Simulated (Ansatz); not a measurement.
Crystal: MnO2.

```
CELL_PARAMETERS angstrom
2.85658 0.00000 0.00000
-1.42829 2.47387 0.00000
0.00000 0.00000 4.60137
ATOMIC_POSITIONS crystal
Mn 0.00000 0.00000 0.50000
O 0.33333 0.66667 0.70629
O 0.66667 0.33333 0.29371
```

Measurements of this composition are mostly on another form, of space group No. 136.

Base run:

* Program: Ansatz 0.2.0
* Functional: BLYP
* Potentials or basis: Ansatz PAW
* Cutoff: 420 eV (not typed: the program's choice for these potentials)
* k mesh: 11 × 11 × 6
* Occupations: fermi-dirac, width 0.05 eV
* Spin: collinear spin, ferromagnetic start
* Starting moments: [4.0, 0.0, 0.0] μB

Its results: band gap on the k mesh 0.72 eV, indirect (least direct gap 0.77 eV); pressure 10.1 GPa; net moment 3.00 μB per cell; site moments Mn +2.47; O +0.07 μB; largest force 0.454 eV/Å.

Problem. The run is repeated on the same cell with these changes: functional from BLYP to PBEsol. What comes out?

Solution. Band gap on the k mesh 0.73 eV, indirect (least direct gap 0.79 eV); pressure -2.2 GPa; net moment 3.00 μB per cell; site moments Mn +2.49; O +0.05 μB; largest force 0.164 eV/Å.

PBEsol binds more tightly than BLYP, so the same cell stands under less pressure.

Caveats: a cell with one magnetic atom can't hold antiferromagnetic order, which such compounds often take; the PAW data sets come from PBE, with cores solved anew for the run's functional, which leaves a small shift of forces and pressure.
